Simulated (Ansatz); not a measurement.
# Magnesium, diamond under BLYP: from relaxation to bulk modulus, part 1 of 2

What does BLYP give for magnesium in the diamond structure? We relax it, solve it on a dense k-mesh, then scale the cell to 7 volumes from 88 to 112 % of the relaxed one and try a fit of the equation of state. Spin polarisation is left out. The k-meshes are 9×9×9 for the relaxation; 13×13×13 for the dense run; 9×9×9 for the volumes.

This is Mg in the diamond structure; at room conditions it is hcp.

Program: Ansatz 0.2.0. Level of theory: DFT BLYP, plane waves (420 eV) with PAW, scalar-relativistic; the PAW data stem from PBE, with regenerated cores. These are calculated values, not measurements.

**1. The starting structure**

The structure is cubic, space group Fd-3m (No. 227). The conventional cell has a = 6.308 Å, b = 6.308 Å, c = 6.308 Å, α = 90.00°, β = 90.00°, γ = 90.00°. Mg (site symmetry -43m) has 4 Mg at 2.73 Å as nearest neighbours.

Structure file:

```
Mg
1.0
     0.00000    3.15382    3.15382
     3.15382    0.00000    3.15382
     3.15382    3.15382    0.00000
Mg
2
Cartesian
  0.7885 0.7885 0.7885
  5.5192 5.5192 5.5192
```

**2. Relaxing cell and atoms**

Contents of input.yaml:

```yaml
crystal:
  lattice:
    - [0.0, 3.1538244874, 3.1538244874]
    - [3.1538244874, 0.0, 3.1538244874]
    - [3.1538244874, 3.1538244874, 0.0]
  atoms:
    - { symbol: Mg, position: [0.125, 0.125, 0.125] }
    - { symbol: Mg, position: [0.875, 0.875, 0.875] }
hamiltonian:
  xc: blyp
  pseudopotentials:
    kind: paw
    azcp:
      Mg: "pseudopotentials/Mg.paw.azcp"
basis:
  ecutwfc: 420
  fft_grid_basis: typed
kpoints:
  mp_grid: { grid: [9, 9, 9], shift: [0, 0, 0] }
magnetization:
  spin_polarized: false
scf:
  occupations: { method: fermi_dirac, width: 0.1 }
relax:
  max_steps: 60
  f_tol: 0.01
  cell: {}
output:
  write_density: true
  write_potential: true
  elf: true
  volumetric_format: npy
```

Standard output (excerpt; [...] marks lines left out):

```text
Warning: RAYON_NUM_THREADS=2 ignored (pool sized by the plan → 2); use --threads N
[...]
Pseudopotentials: kind: paw
Pseudopotential: Mg, paw, valence charge 10, recommended cutoff 420 eV (normal), <dir>
Functional definition: BLYP
[...]
Crystal: 2 atoms, lattice volume = 62.740 Å³
Basis set: ecut = 420 eV, 1243 PW (Γ), exchange–correlation on 60×60×60 points (8 copies of the dense FFT grid, shifted against one another)
Bands: 14, of which v1, the nominal top of the filled ones, is band 10 counted from 1 (9 counted from 0)
Symmetry: 48 space group operations
Space group: Fd-3m (ITA 227), of the structure as read, at distance tolerance 4.0e-5 Å
k-points: 35 of 729
[...]
SCF iter   1: F=—  HF=-3852.286732 eV  |F-HF|=—  |Δ(HF+E_count)|=         —  Δρ=4.00e-3  dr2=2.68e-2  ethr=1.77e-3  ⟨swp⟩=5.4  Hψ=2659  notcnv=0
[...]
relax step   1: F+E_penalty+E_count = -3852.27864022 eV  Δ(F+E_penalty+E_count) = +0.000e0 eV  max|allowed force component| = 1.388e-17 eV/Å  Δτ_max = 0.0000 Å  P = +5.812 GPa  Ω = 62.740 Å³  (7 SCF iters, dr2 threshold 1.00e-7 eV, accepted)
[...]
relax step   3: F+E_penalty+E_count = -3852.62458049 eV  Δ(F+E_penalty+E_count) = -1.019e-1 eV  max|allowed force component| = 1.156e-16 eV/Å  Δτ_max = 0.0000 Å  P = +0.694 GPa  Ω = 82.799 Å³  energy of the carried Pulay correction = -3.098e-4 eV  (5 SCF iters, dr2 threshold 2.00e-7 eV, accepted)
[...]
SCF converged after 3 iterations
Free energy (F): -3852.646146 eV
[...]
E sigma→0 (E₀):  -3852.621160 eV
Entropy (-TS):   -0.049971 eV (-24.986 meV/atom)
Fermi energy:    1.815411 eV
[...]
--- Forces (eV/Å), atoms counted from 1 ---
  atom   1  Mg    -0.00000000     0.00000000     0.00000000
  atom   2  Mg     0.00000000    -0.00000000    -0.00000000
[...]
--- Stress (GPa, compression-positive) ---
        0.002005       0.000000       0.000000
        0.000000       0.002005      -0.000000
        0.000000       0.000000       0.002005
  P = ⅓ Tr σ = 0.0020 GPa (0.020 kbar)
--- Band table (eV; the first three rows and the last of 35) ---
  k-point 0: bands = ["-74.7405", "-74.7374", "-41.7022", "-41.7022", "-41.7022", "-41.6894", "-41.6894", "-41.6894", "-2.9001", "4.5620", "4.5620", "4.5620", "5.7379", "5.7379"]
[...]
--- Relaxed structure (7 steps of the walk, 7 accepted, 2 SCFs on fresh bases) ---
  F+E_penalty+E_count = -3852.64614561 eV   max|allowed force component| = 1.804e-16 eV/Å   (the final SCF, on the basis selected at the relaxed cell)
  cell:  # Å, volume = 90.8150 Å³
    - [1.8725491768539524e-33, 3.567597299881562, 3.567597299881562]
    - [3.567597299881562, -7.515673296169217e-34, 3.567597299881562]
    - [3.567597299881562, 3.567597299881562, -2.6750703172701838e-33]
  atoms:
    - { symbol: Mg, position: [0.12499999999999999, 0.12499999999999999, 0.12499999999999999] }
    - { symbol: Mg, position: [0.8749999999999999, 0.8749999999999999, 0.8749999999999999] }
```

Run time: 8.5 s. Hardware: 2 threads of an Arm CPU, shared host; peak memory 0.35 GiB.

Relaxation path:

| step | energy change (meV/atom) | largest force (eV/Å) | pressure (GPa) | volume (Å³/atom) |
| --- | --- | --- | --- | --- |
| 1 | 0.00 | 0.0000 | 5.81 | 31.370 |
| 2 | -122.04 | 0.0000 | 2.63 | 36.185 |
| 3 | -172.97 | 0.0000 | 0.69 | 41.399 |
| 4 | -177.89 | 0.0000 | -0.26 | 45.612 |
| 5 | -178.95 | 0.0000 | -0.02 | 44.394 |
| 6 | -183.25 | 0.0000 | 0.16 | 44.394 |
| 7 | -183.70 | 0.0000 | 0.05 | 45.117 |
| 8 | -183.74 | 0.0000 | 0.00 | 45.407 |
| 9 | -183.75 | 0.0000 | 0.00 | 45.407 |

Steps that repeat a cell are solved on a basis chosen anew, so their changes of energy are no gain of the relaxation.

Changes in the cell that was computed:

|  | before | after | change |
| --- | --- | --- | --- |
| a (Å) | 4.460 | 5.045 | +13.1 % |
| b (Å) | 4.460 | 5.045 | +13.1 % |
| c (Å) | 4.460 | 5.045 | +13.1 % |
| volume (Å³/atom) | 31.370 | 45.407 | +44.7 % |
| shortest distance (Å) | 2.731 | 3.090 | +13.1 % |
| space group (spins left aside) | Fd-3m | Fd-3m | same |

**3. Dense single point**

Contents of input.yaml:

```yaml
crystal:
  lattice:
    - [0.0, 3.5675972999, 3.5675972999]
    - [3.5675972999, 0.0, 3.5675972999]
    - [3.5675972999, 3.5675972999, 0.0]
  atoms:
    - { symbol: Mg, position: [0.125, 0.125, 0.125] }
    - { symbol: Mg, position: [0.875, 0.875, 0.875] }
hamiltonian:
  xc: blyp
  pseudopotentials:
    kind: paw
    azcp:
      Mg: "pseudopotentials/Mg.paw.azcp"
basis:
  ecutwfc: 420
  fft_grid_basis: typed
kpoints:
  mp_grid: { grid: [13, 13, 13], shift: [0, 0, 0] }
magnetization:
  spin_polarized: false
scf:
  occupations: { method: fermi_dirac, width: 0.1 }
output:
  write_density: true
  write_potential: true
  elf: true
  volumetric_format: npy
```

Standard output (excerpt; [...] marks lines left out):

```text
Warning: RAYON_NUM_THREADS=2 ignored (pool sized by the plan → 2); use --threads N
[...]
[... 3 set-up lines as earlier in the session ...]
[...]
Crystal: 2 atoms, lattice volume = 90.815 Å³
Basis set: ecut = 420 eV, 1807 PW (Γ), exchange–correlation on 72×72×72 points (8 copies of the dense FFT grid, shifted against one another)
Bands: 14, of which v1, the nominal top of the filled ones, is band 10 counted from 1 (9 counted from 0)
[... 1 set-up line as earlier in the session ...]
Space group: Fd-3m (ITA 227), of the structure as read, at distance tolerance 4.5e-5 Å
k-points: 84 of 2197
[...]
SCF iter   1: F=—  HF=-3852.650816 eV  |F-HF|=—  |Δ(HF+E_count)|=         —  Δρ=2.95e-3  dr2=2.35e-2  ethr=1.77e-3  ⟨swp⟩=5.7  Hψ=6601  notcnv=0
[...]
SCF iter   6: F=-3852.646061 eV  HF=-3852.646061 eV  |F-HF|=4.07e-8  |Δ(HF+E_count)|=   5.66e-7  Δρ=4.95e-6  dr2=1.37e-8  ethr=5.00e-10  ⟨swp⟩=4.1  Hψ=3945  notcnv=0
[...]
SCF converged after 6 iterations
Free energy (F): -3852.646061 eV
[...]
E sigma→0 (E₀):  -3852.621704 eV
Entropy (-TS):   -0.048714 eV (-24.357 meV/atom)
Fermi energy:    1.818720 eV
[...]
--- Band table (eV; the first three rows and the last of 84) ---
  k-point 0: bands = ["-74.7353", "-74.7322", "-41.6970", "-41.6970", "-41.6970", "-41.6842", "-41.6842", "-41.6842", "-2.8984", "4.5639", "4.5639", "4.5639", "5.7392", "5.7392"]
[...]
```

It took 2.9 s on 2 threads of an Arm CPU, shared host; peak memory 0.37 GiB.

The maps below are laid out on this run's own conventional cell (a, b, c = 7.135, 7.135, 7.135 Å).

Density in a lattice plane of the grid's cell (edges 7.14 and 7.14 Å, at 0.125 of the third edge), which holds Mg.

Ten even steps from '0' (0.01 e/Å³) to '9' (20.80 e/Å³):
```
000000000000000000000000
000000000000000000000000
000000000000000000000000
000000000000000000000000
000000000000000000000000
000000000000000100000000
000000000000005950000000
000000000000005950000000
000000000000000100000000
000000000000000000000000
000000000000000000000000
000000000000000000000000
000000000000000000000000
000000000000000000000000
000000000000000000000000
000100000000000000000000
005950000000000000000000
005950000000000000000000
000100000000000000000000
000000000000000000000000
```
Columns run along the first of these edges and rows up along the second, over one cell in 24 and 20 even steps from the bottom left corner. Atoms in the plane (fractional): Mg at (0.12, 0.12), Mg at (0.63, 0.63).

ELF in the same plane.

Ten even steps from '0' (0.02) to '9' (0.66):
```
986568998654321112345689
887778877655554445555677
554445555677887778877655
321112345689986568998654
110001124699720002699642
100000123697115551178632
000000013684045454048631
000000013684045454048631
100000123697115551179632
110001124699620002799642
321112345689986568998654
554445555677887778877655
887778877655554445555677
986568998654321112345689
720002699642110001124699
115551178632100000123697
045454048631000000013684
045454048631000000013684
115551179632100000123697
620002799642110001124699
```
Columns run along the first of these edges and rows up along the second, over one cell in 24 and 20 even steps from the bottom left corner. Atoms in the plane (fractional): Mg at (0.12, 0.12), Mg at (0.63, 0.63).

Both are smooth fields of the valence electrons: close to the nuclei they are not physical.

The highest ELF values outside the cores: 0.86 on the Mg–Mg line, 1.5 Å from Mg.

**4. The cell scaled to 88 % of its volume**

Contents of input.yaml:

```yaml
crystal:
  lattice:
    - [0.0, 3.4187713089, 3.4187713089]
    - [3.4187713089, 0.0, 3.4187713089]
    - [3.4187713089, 3.4187713089, 0.0]
  atoms:
    - { symbol: Mg, position: [0.125, 0.125, 0.125] }
    - { symbol: Mg, position: [0.875, 0.875, 0.875] }
hamiltonian:
  xc: blyp
  pseudopotentials:
    kind: paw
    azcp:
      Mg: "pseudopotentials/Mg.paw.azcp"
basis:
  ecutwfc: 420
  fft_grid_basis: typed
kpoints:
  mp_grid: { grid: [9, 9, 9], shift: [0, 0, 0] }
magnetization:
  spin_polarized: false
scf:
  occupations: { method: fermi_dirac, width: 0.1 }
  lower_state_search: "off"
output:
  stress: true
  write_density: true
  write_potential: true
  elf: true
  volumetric_format: npy
```

Standard output (excerpt; [...] marks lines left out):

```text
Warning: RAYON_NUM_THREADS=2 ignored (pool sized by the plan → 2); use --threads N
[...]
[... 3 set-up lines as earlier in the session ...]
[...]
Crystal: 2 atoms, lattice volume = 79.917 Å³
Basis set: ecut = 420 eV, 1471 PW (Γ), exchange–correlation on 72×72×72 points (8 copies of the dense FFT grid, shifted against one another)
Bands: 14, of which v1, the nominal top of the filled ones, is band 10 counted from 1 (9 counted from 0)
[... 1 set-up line as earlier in the session ...]
Space group: Fd-3m (ITA 227), of the structure as read, at distance tolerance 4.3e-5 Å
k-points: 35 of 729
[...]
SCF iter   1: F=—  HF=-3852.615507 eV  |F-HF|=—  |Δ(HF+E_count)|=         —  Δρ=3.17e-3  dr2=2.28e-2  ethr=1.77e-3  ⟨swp⟩=5.6  Hψ=2748  notcnv=0
[...]
SCF iter   7: F=-3852.610668 eV  HF=-3852.610668 eV  |F-HF|=1.64e-7  |Δ(HF+E_count)|=   3.81e-6  Δρ=5.22e-6  dr2=1.75e-8  ethr=5.00e-10  ⟨swp⟩=7.3  Hψ=3112  notcnv=0
[...]
SCF converged after 7 iterations
Free energy (F): -3852.610668 eV
[...]
E sigma→0 (E₀):  -3852.589299 eV
Entropy (-TS):   -0.042737 eV (-21.369 meV/atom)
Fermi energy:    2.359879 eV
[...]
--- Stress (GPa, compression-positive) ---
        1.181981      -0.000000       0.000000
        0.000000       1.181981       0.000000
        0.000000       0.000000       1.181981
  P = ⅓ Tr σ = 1.1820 GPa (11.820 kbar)
--- Band table (eV; the first three rows and the last of 35) ---
  k-point 0: bands = ["-74.0838", "-74.0782", "-41.0475", "-41.0475", "-41.0475", "-41.0271", "-41.0271", "-41.0271", "-2.6596", "5.4180", "5.4180", "5.4180", "6.5883", "6.5883"]
[...]
```

It took 1.5 s on 2 threads of an Arm CPU, shared host; peak memory 0.32 GiB.

(Continued in part 2 of 2.)
